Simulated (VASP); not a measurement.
Input:

```
CELL_PARAMETERS angstrom
      1.76613    -3.05902     0.00000
      1.76613     3.05902     0.00000
      0.00000     0.00000     5.69665
ATOMIC_POSITIONS crystal
  In 0.66667 0.33333 0.49985
  In 0.33333 0.66667 0.99985
  N  0.66667 0.33333 0.87915
  N  0.33333 0.66667 0.37915
```

Calculation: PBE GGA, VASP's PBE PAW potentials (set 64) (plane waves; VASP). Settings: 600 eV cut-off, 10×10×6 Γ-centred mesh, first-order Methfessel-Paxton smearing of 0.10 eV, potentials In_d N.

Question: Give the stress tensor in GPa (positive for a compressed cell).

Answer: 
```
5.91  0.00  0.00
0.00  5.91  0.00
0.00  0.00  6.06
```
The pressure is its mean diagonal, 5.96 GPa.

The compound is InN in the wurtzite structure. This cell was strained or had an atom moved on purpose.
